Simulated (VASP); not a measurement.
# Sc (Fm-3m) in VASP: a series of runs

One crystal, Sc, is run at these levels: RPBE; tasks: single point, relaxation of cell and atoms.

All numbers are computed with VASP 6.6.1; they aren't measurements. Logs are shortened: lines on timing, memory, paths and dates and some standing lists are left out, and cuts for length are marked.

**1. The structure**

Symmetry: Fm-3m, No. 225, cubic system. Conventional cell: a = 4.691 Å, b = 4.691 Å, c = 4.691 Å, α = 90.00°, β = 90.00°, γ = 90.00°. Sc (site symmetry m-3m) is surrounded by 12 Sc at 3.32 Å.

This isn't the form of Sc at room conditions, which is hcp.

**2. Single point, RPBE**

Input file INCAR:

```
SYSTEM = Sc
PREC = Accurate
ENCUT = 520
EDIFF = 1E-7
ISMEAR = -1
SIGMA = 0.1
LREAL = .False.
LASPH = .True.
NELM = 100
ALGO = Fast
ISIF = 2
LWAVE = .False.
LCHARG = .False.
GGA = RP
NBANDS = 12
```

Input file KPOINTS:

```
regular mesh
0
Gamma
  19 19 19
  0 0 0
```

Input file POSCAR:

```
Sc
1.0
    0.0000000000      2.3453858140      2.3453858140
    2.3453858140      0.0000000000      2.3453858140
    2.3453858140      2.3453858140      0.0000000000
Sc
1
Direct
    0.0000000000      0.0000000000      0.0000000000
```

Potentials or basis: VASP PAW PBE potentials, release 64 (Sc_sv).

On the command line:

```
$ cat potpaw_PBE.64/Sc_sv/POTCAR > POTCAR
$ mpirun -np 1 vasp_std > vasp.out
```

OUTCAR:

```text
SYSTEM = Sc
   PREC = Accurate
   ENCUT = 520
   EDIFF = 1E-7
   ISMEAR = -1
   LREAL = .False.
   LASPH = .True.
   NELM = 100
   ISIF = 2
   GGA = RP

 ion  position               nearest neighbor table
   1  0.000  0.000  0.000-

  LATTYP: Found a face centered cubic cell.
 ALAT       =     4.6907716280

  Lattice vectors:

 A1 = (   0.0000000000,   2.3453858140,   2.3453858140)
 A2 = (   2.3453858140,   0.0000000000,   2.3453858140)
 A3 = (   2.3453858140,   2.3453858140,   0.0000000000)

Analysis of symmetry for initial positions (statically):
=====================================================================
 Subroutine PRICEL returns:
 Original cell was already a primitive cell.

 Routine SETGRP: Setting up the symmetry group for a
 face centered cubic supercell.

 Subroutine GETGRP returns: Found 48 space group operations
 (whereof 48 operations were pure point group operations)
 out of a pool of 48 trial point group operations.

The static configuration has the point symmetry O_h .

Analysis of symmetry for dynamics (positions and initial velocities):
=====================================================================
 Subroutine PRICEL returns:
 Original cell was already a primitive cell.

 Routine SETGRP: Setting up the symmetry group for a
 face centered cubic supercell.

 Subroutine GETGRP returns: Found 48 space group operations
 (whereof 48 operations were pure point group operations)
 out of a pool of 48 trial point group operations.

The dynamic configuration has the point symmetry O_h .

 Subroutine INISYM returns: Found 48 space group operations
 (whereof 48 operations are pure point group operations),
 and found     1 'primitive' translations

----------------------------------------------------------------------------------------

                                     Primitive cell

  volume of cell :      25.8032

  direct lattice vectors                    reciprocal lattice vectors
     0.000000000  2.345385814  2.345385814    -0.213184542  0.213184542  0.213184542
     2.345385814  0.000000000  2.345385814     0.213184542 -0.213184542  0.213184542
     2.345385814  2.345385814  0.000000000     0.213184542  0.213184542 -0.213184542

  length of vectors
     3.316876427  3.316876427  3.316876427     0.369246458  0.369246458  0.369246458

  position of ions in fractional coordinates (direct lattice)
     0.000000000  0.000000000  0.000000000

  ion indices of the primitive-cell ions
   primitive index   ion index
                 1           1

----------------------------------------------------------------------------------------

 KPOINTS: regular mesh

Automatic generation of k-mesh.
 Grid dimensions read from file:
 generate k-points for:   19   19   19

 Generating k-lattice:

  Cartesian coordinates                     Fractional coordinates (reciprocal lattice)
    -0.011220239  0.011220239  0.011220239     0.052631579  0.000000000  0.000000000
     0.011220239 -0.011220239  0.011220239     0.000000000  0.052631579  0.000000000
     0.011220239  0.011220239 -0.011220239     0.000000000  0.000000000  0.052631579

  Length of vectors
     0.019434024  0.019434024  0.019434024

  Shift w.r.t. Gamma in fractional coordinates (k-lattice)
     0.000000000  0.000000000  0.000000000

 Subroutine IBZKPT returns following result:
 ===========================================

 Found    220 irreducible k-points:

 Following reciprocal coordinates:
            Coordinates               Weight
  0.000000  0.000000  0.000000      1.000000
  0.052632  0.000000  0.000000      8.000000
  0.105263  0.000000  0.000000      8.000000
  0.157895  0.000000  0.000000      8.000000
  0.210526  0.000000  0.000000      8.000000
  0.263158  0.000000  0.000000      8.000000
[... 16 lines left out ...]
 -0.315789  0.052632  0.000000     24.000000
 -0.263158  0.052632  0.000000     24.000000
 [... further k-points ...]
   k-points           NKPTS =    220   k-points in BZ     NKDIM =    220   number of bands    NBANDS=     12
   number of dos      NEDOS =    301   number of ions     NIONS =      1
   total plane-waves  NPLWV =  21952
   dimension x,y,z NGX =    28 NGY =   28 NGZ =   28
   dimension x,y,z NGXF=    56 NGYF=   56 NGZF=   56
   ions per type =               1
   NGX,Y,Z   is equivalent  to a cutoff of  14.03, 14.03, 14.03 a.u.
   NGXF,Y,Z  is equivalent  to a cutoff of  28.07, 28.07, 28.07 a.u.
 SYSTEM =  Sc
   PREC   = accura    normal or accurate (medium, high low for compatibility)
   ISTART =      0    job   : 0-new  1-cont  2-samecut
   ICHARG =      2    charge: 1-file 2-atom 10-const
   ISPIN  =      1    spin polarized calculation?
   LNONCOLLINEAR =      F non collinear calculations
   LSORBIT =      F    spin-orbit coupling
   LASPH  =      T    aspherical Exc in radial PAW
   ENCUT  =  520.0 eV  38.22 Ry    6.18 a.u.   6.17  6.17  6.17*2*pi/ulx,y,z
   NELM   =    100;   NELMIN=  2; NELMDL= -5     # of ELM steps
   EDIFF  = 0.1E-06   stopping-criterion for ELM
   LREAL  =      F    real-space projection
   EDIFFG = 0.1E-05   stopping-criterion for IOM
   NSW    =      0    number of steps for IOM
   IBRION =     -1    ionic relax: 0-MD 1-quasi-New 2-CG
   NFREE  =      0    steps in history (QN), initial steepest desc. (CG)
   ISIF   =      2    stress and relaxation
   ISYM   =      2    0-nonsym 1-usesym 2-fastsym
   POTIM  = 0.5000    time-step for ionic-motion
   TEBEG  =    0.0;   TEEND  =   0.0 temperature during run
   PSTRESS=    0.0 pullay stress
   NELECT =      11.0000    total number of electrons
   NUPDOWN=      -1.0000    fix difference up-down
   EMIN   =  10.00;   EMAX   =-10.00  energy-range for DOS
   EFERMI =   0.00;   METHOD = LEGACY
   ISMEAR =    -1;   SIGMA  =   0.10  broadening in eV -4-tet -1-fermi 0-gaus
   EFERMI_NEDOS =   21; number of points for ismear=-14 and -15
   IALGO  =     68    algorithm
   IMIX   =      4    mixing-type and parameters
     AMIX     =   0.40;   BMIX     =  1.00
     AMIX_MAG =   1.60;   BMIX_MAG =  1.00
  volume/ion in A,a.u.               =      25.80       174.13
  Fermi-wavevector in a.u.,A,eV,Ry     =   1.232106  2.328343 20.654806  1.518085
  Thomas-Fermi vector in A             =   2.366889
   LORBIT       =      0    0 simple, 1 ext, 2 COOP (PROOUT), +10 PAW based schemes
   GGA     = RP    functional components
   LHFCALC =     F    Hartree Fock is set to
   AEXX    =    0.0000 exact exchange contribution
   IVDW    =     0    specifies the selected vdW correction
   LEPSILON=     F    determine dielectric tensor
   LRPA    =     F    only Hartree local field effects (RPA)
 non-spin polarized calculation
 RMM-DIIS sequential band-by-band and
  energy-cutoff  :      520.00
  volume of cell :       25.80
 maximum number of plane-waves:       725
 NGX is ok and might be reduce to    28
   NGX = 13   NGY = 13   NGZ = 13

 number of electron      11.0000000 magnetization

 Free energy of the ion-electron system (eV)
  ---------------------------------------------------
  ext. energy  EPLUGINS =         0.00000000
  ---------------------------------------------------
  free energy    TOTEN  =        -5.92543505 eV

  energy without entropy =       -5.85845972  energy(sigma->0) =       -5.89194739

 E-fermi :   3.5904     XC(G=0):  -9.5771

 val. band max:        3.5851175132   @ k =   0.4211   0.2105   0.0000
 cond. band min:       3.5942949664   @ k =  -0.3158   0.2632   0.0526
 fundamental gap:      0.0091774533
 Fermi energy:         3.5904017677

 k-point     1 :       0.0000    0.0000    0.0000
  band No.  band energies     occupation
      1     -46.1180      2.00000
      2     -24.4921      2.00000
      3     -24.4921      2.00000
      4     -24.4921      2.00000
      5      -1.5165      2.00000
      6       5.1228      0.00000
      7       5.1228      0.00000
      8       5.1228      0.00000
      9       6.4173      0.00000
     10       6.4173      0.00000
     11      15.7944      0.00000
     12      19.0418      0.00000

 k-point     2 :       0.0526    0.0000    0.0000
  band No.  band energies     occupation
      1     -46.1167      2.00000
      2     -24.5012      2.00000
      3     -24.4933      2.00000
      4     -24.4933      2.00000
      5      -1.4491      2.00000
      6       5.0729      0.00000
      7       5.1478      0.00000
      8       5.1478      0.00000
      9       6.3997      0.00000
     10       6.3997      0.00000
     11      15.8490      0.00000
     12      18.4057      0.00000

 k-point     3 :       0.1053    0.0000    0.0000
  band No.  band energies     occupation
      1     -46.1130      2.00000
      2     -24.5278      2.00000
      3     -24.4967      2.00000
      4     -24.4967      2.00000
      5      -1.2497      2.00000
      6       4.9328      0.00000
      7       5.2140      0.00000
      8       5.2140      0.00000
      9       6.3583      0.00000
     10       6.3583      0.00000
     11      15.9254      0.00000
     12      17.2967      0.00000
[... 286 lines left out ...]
 k-point    23 :      -0.3158    0.0526    0.0000
  band No.  band energies     occupation
      1     -46.0817      2.00000
      2     -24.7410      2.00000
      3     -24.5352      2.00000
      4     -24.5226      2.00000
      5       0.8151      2.00000
      6       3.9634      0.04686
      7       5.1456      0.00000
      8       5.2338      0.00000
      9       6.6408      0.00000
     10       6.9671      0.00000
     11      11.8168      0.00000
     12      15.7550      0.00000

 k-point    24 :      -0.2632    0.0526    0.0000
  band No.  band energies     occupation
      1     -46.0889      2.00000
      2     -24.6916      2.00000
      3     -24.5286      2.00000
      4     -24.5152      2.00000
      5       0.2526      2.00000
      6       4.1613      0.00661
      7       5.2351      0.00000
      8       5.3264      0.00000
      9       6.3989      0.00000
     10       6.7525      0.00000
     11      12.8911      0.00000
     12      16.0635      0.00000

 [... further k-points ...]

------------------------ aborting loop because EDIFF is reached ----------------------------------------

  FORCE on cell =-STRESS in cart. coord.  units (eV):
  Direction    XX          YY          ZZ          XY          YZ          ZX
  --------------------------------------------------------------------------------------
  -------------------------------------------------------------------------------------
  Total        0.0038965      0.0038965      0.0038965     -0.0000000      0.0000000      0.0000000
  in kB        0.2419447      0.2419447      0.2419447     -0.0000000      0.0000000      0.0000000
  external PRESSURE =       0.2419447 kB  Pullay stress =       0.0000000 kB

 VOLUME and BASIS-vectors are now :
 -----------------------------------------------------------------------------
  energy-cutoff  :      520.00
  volume of cell :       25.80
      direct lattice vectors                 reciprocal lattice vectors
     0.000000000  2.345385814  2.345385814    -0.213184542  0.213184542  0.213184542
     2.345385814  0.000000000  2.345385814     0.213184542 -0.213184542  0.213184542
     2.345385814  2.345385814  0.000000000     0.213184542  0.213184542 -0.213184542

 POSITION                                       TOTAL-FORCE (eV/Angst)
 -----------------------------------------------------------------------------------
      0.00000      0.00000      0.00000         0.000000     -0.000000      0.000000
 -----------------------------------------------------------------------------------
    total drift:                                0.000000     -0.000000     -0.000000

  FREE ENERGIE OF THE ION-ELECTRON SYSTEM (eV)
  ---------------------------------------------------
  free  energy   TOTEN  =        -5.9254350538 eV

  energy  without entropy=       -5.8584597170  energy(sigma->0) =       -5.89194739
```

Run time: 66 s. Hardware: 1 thread of Intel Xeon 6975P-C (Granite Rapids), shared host; peak memory 0.2 GiB.

What came out:

- Free energy: -5.9254 eV
- Pressure: 0.0 GPa
- Band gap on the k mesh: none (metal or under the smearing width)

Caveat: the PAW data sets were made with another functional, which shifts forces and pressure a little.

**3. Single point, RPBE**

Input file INCAR:

```
SYSTEM = Sc
ALGO = Normal
EDIFF = 1E-6
ENCUT = 520
GGA = RP
ISIF = 2
ISMEAR = -1
LASPH = .TRUE.
LCHARG = .FALSE.
LREAL = .FALSE.
LWAVE = .FALSE.
NBANDS = 12
NELM = 100
PREC = Accurate
SIGMA = 0.1
```

Input file KPOINTS:

```
k-points
0
G
  12 12 12
  0 0 0
```

POSCAR is that of step 2.

Potentials or basis: VASP PAW PBE potentials, release 64 (Sc_sv).

On the command line:

```
$ cat potpaw_PBE.64/Sc_sv/POTCAR > POTCAR
$ mpirun -np 1 vasp_std > vasp.out
```

It took 11 s on 1 thread of Intel Xeon 6975P-C (Granite Rapids), shared host; peak memory 0.16 GiB.

It converged, with:

```yaml
Free_energy: -5.9256 eV
Pressure: 0.0 GPa
Band_gap_on_the_k_mesh: none (metal or under the smearing width)
```

Levels at points of the mesh, in eV from the Fermi level:
| k point | band 1 | band 2 | band 3 | band 4 | band 5 | band 6 | band 7 | band 8 | band 9 | band 10 |
| --- | --- | --- | --- | --- | --- | --- | --- | --- | --- | --- |
| (0.00, 0.00, 0.00) | -49.71 | -28.08 | -28.08 | -28.08 | -5.11 | 1.53 | 1.53 | 1.53 | 2.83 | 2.83 |
| (0.50, 0.00, 0.00) | -49.66 | -28.41 | -28.13 | -28.13 | -1.71 | 0.11 | 1.43 | 1.43 | 3.65 | 3.65 |
| (0.50, 0.50, 0.00) | -49.65 | -28.39 | -28.20 | -28.20 | -1.43 | -0.56 | 1.74 | 3.65 | 3.86 | 3.86 |

Caveat: the PAW data sets were made with another functional, which shifts forces and pressure a little.

(Continued in part 2 of 2.)
